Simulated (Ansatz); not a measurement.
Crystal: O, diamond type, 2 atoms in the cell.

Method: r²SCAN, plane waves, PAW datasets (generated hard set) (Ansatz).

Cutoff 700 eV; k-mesh 13×13×13 Γ-centred; Fermi–Dirac smearing of 0.1 eV; no spin polarisation.

The fit to the energies gives V₀ = 10.304 Å³/atom (a₀ = 4.352 Å), B₀ = 135 GPa, B₀′ = 4.42.

(1) What pressure does the program print at V = 9.827 Å³/atom, and how far above the lowest computed point (V = 10.148 Å³/atom) does the energy lie?

## Answers

(1) 7.10 GPa and 9.10 meV/atom. All points:

```
V (Å³/atom)   a (Å)  E − E(min) (meV/atom)  P (GPa)
      9.827  4.2839                   9.10     7.10
     10.148  4.3300                   0.00     2.13
     10.468  4.3751                   0.06    -2.07
     10.789  4.4193                   7.86    -5.63
     11.109  4.4626                  22.20    -8.63
```

The stress includes the program's correction for the finite plane-wave basis.

This cubic structure is a model: it isn't the usual form of the substance at ambient conditions, and such phases are metastable or hypothetical. The k-mesh is modest, so these values aren't fully converged in k. Potentials made with PBE were used with another functional.
